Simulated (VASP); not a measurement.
**NaI: single point with HSE06**

NaI:

```
CELL_PARAMETERS angstrom
0.00000 3.23640 3.23640
3.23640 0.00000 3.23640
3.23640 3.23640 0.00000
ATOMIC_POSITIONS crystal
I 0.50000 0.50000 0.50000
Na 0.00000 0.00000 0.00000
```

- Program: VASP 6.6.1
- Task: single point
- Functional: HSE06
- Potentials or basis: VASP PAW PBE potentials, release 64 (I, Na_pv)
- Cutoff: 520 eV
- k mesh: 6 × 6 × 6
- Occupations: gaussian, width 0.02 eV
- Spin: spin-orbit coupling, no magnetisation

```json
{
  "Pressure": "0.1 GPa",
  "Valence electrons inside the program's atomic spheres": "I 4.43; Na 6.02"
}
```

Wall time 18 min on 4 MPI ranks on AMD EPYC 9R45 (Zen 5), with other jobs on the host, peak memory 0.48 GiB a rank.

Caveat: the PAW data sets were made with another functional, which shifts forces and pressure a little.
